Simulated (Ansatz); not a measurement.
**SnSe (P4/nmm), a film clamped to a substrate**

Level of theory: Ansatz 0.2.0, DFT r2SCAN, scalar-relativistic, plane waves, PAW. The runs took a 500 eV cutoff, a Γ-centred 6×6×4 mesh and Gaussian smearing (0.05 eV). No spin polarisation. Energies are free energies at this smearing, counted from the undisturbed cell; pressure is positive in compression.

Zero of the scan (relaxed at this level; this form isn't the usual structure):

```
Sn Se
1.0
     4.28609    0.00000    0.00000
     0.00000    4.28609    0.00000
     0.00000    0.00000   10.98985
Sn Se
2 2
Direct
  0.50000 0.00000 0.37139
  0.00000 0.50000 0.62861
  0.50000 0.00000 0.61509
  0.00000 0.50000 0.38491
```

The cell holds layers and no dispersion correction was added, so their binding is poorly described.

The cell (4 atoms, V0 = 201.89 Å³) is strained by p along both x and y and by q along z, fractional coordinates fixed. τp = (1/V0) ∂E/∂p = (σxx + σyy)(1 + p)(1 + q) and τq = (1/V0) ∂E/∂q = σzz(1 + p)², with tension positive.

```
     p q  ΔE (meV/atom)  τp (GPa)  τq (GPa)
 0.000   0.000           0.00      0.04      0.01
-0.030   0.000          23.06     -5.20     -0.59
 0.030   0.000          19.29      3.82      0.57
 0.000  -0.030           9.78     -0.53     -2.20
 0.000   0.030           7.91      0.62      1.57
```

Problem. Get the second derivatives of the energy density.

Solution. Central differences give A = ∂τp/∂p = 150 GPa (C11 + C22 + 2 C12), C = ∂τq/∂q = 63 GPa (C33) and the cross term B = ∂τq/∂p = 19.3 GPa (C13 + C23); ∂τp/∂q = 19.2 GPa must equal B, and any difference shows higher-order terms. Steps this large leave an error of some per cent of A or C in all of these, which can swamp a small B. The ions are clamped.

Problem. A film of this crystal grows with z along the normal on a substrate that imposes p. How does its thickness respond, and what does the misfit cost?

Solution. Count p and q from the stress-free cell. A free surface needs τq = 0, so q = −(B/C) p = -0.31 p. The energy density left is (A − B²/C) p²/2 = M p², with the biaxial modulus M = 72 GPa; a misfit of 1 % costs 2.27 meV/atom, against 2.37 meV/atom if the thickness were held.

At p = 0.030 the energies along q are 23.7 (q = -0.030), 19.3 (q = 0.000), 32.5 (q = 0.030) meV/atom.

Problem. Does the linear rule hold at this misfit?

Solution. A parabola through the lowest point and its neighbours has its minimum at q = -0.007, 18.7 meV/atom. With the stress left in the starting cell, τp0 and τq0, linear elasticity gives q = −(τq0 + Bp)/C = -0.009 and E = V0(τp0 p + τq0 q + Ap²/2 + Bpq + Cq²/2)/N = 20.9 meV/atom. The energies differ by more than a tenth, so the quadratic law fails here: the gap holds the anharmonic part, with some error from the wide steps. Cubic terms also shift the vertex of so wide a parabola.

Forces appear on the atoms along this scan, and letting them relax would lower the energy and soften the response.

The stiffness along z, 63 GPa, shouldn't be read as resistance between layers. The coordinates describe one Sn–Se double layer per cell, separated from its images by a gap much taller than the layer itself, across which almost nothing binds. With fractional coordinates fixed, however, q also stretches or compresses the short, strong Sn–Se bonds inside the double layer, and these probably supply nearly all of C. A layered crystal would normally be far softer along its normal, because strain there goes mainly into the gap.

The ratio -0.31 therefore describes a uniformly scaled cell and doesn't predict a real film's thickness. The misfit energy per atom is more meaningful, since it comes mainly from in-plane distortion of the Sn–Se network and changes little when q adjusts. The moduli in GPa, by contrast, are diluted by the empty volume and aren't directly comparable with those of compact SnSe. Compression costs more than equal extension along both strain directions, as expected from steep short-range repulsion between the ions.
